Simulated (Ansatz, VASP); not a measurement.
Given: the input of a run of Ansatz 0.2.0 on Ti.

File input.yaml:

```yaml
crystal:
  lattice:
    - [0.021768, 1.998691, 2.031315]
    - [2.006457, 0.002994, 2.050089]
    - [2.039505, 2.050514, -0.030055]
  atoms:
    - { symbol: Ti, position: [-0.01567, 0.00381, 0.006629] }
kpoints:
  mp_grid: { grid: [11, 11, 11] }
scf:
  occupations: { method: fermi_dirac, width: 0.05 }
hamiltonian:
  xc: pbesol
  pseudopotentials: { kind: all_electron, lapw: { basis_error: 0.001 } }
output:
  forces: true
  stress: true
  eigenvalues: true
  populations: true
```

Potentials or basis: all-electron LAPW, scalar-relativistic.

The run is started by

```console
$ ansatz run input.yaml --threads 1 --pin off --max-ram 3072MiB --backend cpu --events-out ev --progress --plain --runs-dir out
```

Task: Translate it to VASP 6.6.1. Potentials there: VASP PAW PBE potentials, release 64 (Ti_sv).

Result: As run (the cutoff follows the program's own potentials):

File INCAR:

```
SYSTEM = Ti
PREC = Accurate ; ENCUT = 520
EDIFF = 1E-6 ; ISMEAR = -1
SIGMA = 0.05 ; LREAL = .False.
LASPH = .True. ; NELM = 60
ALGO = Normal ; ISIF = 2
LWAVE = .False. ; LCHARG = .False.
GGA = PS ; NBANDS = 12
```

File KPOINTS:

```
regular mesh
0
Gamma
  11 11 11
  0 0 0
```

File POSCAR:

```
Ti
1.0
    0.0217680000      1.9986910000      2.0313150000
    2.0064570000      0.0029940000      2.0500890000
    2.0395050000      2.0505140000     -0.0300550000
Ti
1
Direct
   -0.0156700000      0.0038100000      0.0066290000
```

Potentials or basis: VASP PAW PBE potentials, release 64 (Ti_sv).

The run is started by

```sh
$ cat potpaw_PBE.64/Ti_sv/POTCAR > POTCAR
$ mpirun -np 1 vasp_std > vasp.out
```

Both were run:

|  | VASP | Ansatz | Ansatz less VASP |
| --- | --- | --- | --- |
| gap on the k mesh at the Fermi level (eV) | none | none | - |
| pressure (GPa) | -0.7 | -0.4 | +0.26 |
| largest component of the traceless stress (GPa) | 1.80 | 1.80 | 0.000 |

A gap of «none» marks a metal or a gap that the smearing closes. Ansatz ran all-electron here, so the differences hold the error of VASP's frozen core and of both bases.

Caveats: the PAW data sets were made with another functional, which shifts forces and pressure a little (VASP).
